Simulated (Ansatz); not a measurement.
## SnO₂: the gap under pressure

SnO₂, P4_2/mnm, a = 4.722 Å, c = 3.190 Å. Ansatz: LDA, PAW, 420 eV, Γ-centred 6×6×6 mesh on 12 atoms, Gaussian smearing 0.02 eV; no spin polarisation. Cell and atoms are relaxed at each pressure, and no other structure is tried, so the rows at high pressure may lie past a change of phase. The gap is sought over the whole zone. The pressures are the targets, met within 0.03 GPa.

| P (GPa) | gap y (eV) |
| --- | --- |
| -3.0 | 0.999 |
| 0.0 | 1.161 |
| 3.0 | 1.317 |
| 8.0 | ? |
| 15.0 | 1.879 |
| 30.0 | 2.491 |

**Question.** Fit y = E0 + αP + βP² to the other rows and predict the missing gap.

**Answer.** Least squares on the rows shown. y = 1.1598 + 0.051888 P − 0.00025127 P². So α = 51.9 meV/GPa at zero pressure. At P = 8.0 the fit asked for gives 1.559 eV. The run gave 1.560 eV, so the fit is 0.001 eV too low, within the rms miss on the fitted rows (0.003 eV).

Semilocal functionals give gaps under the measured ones; changes of the gap mostly carry over better.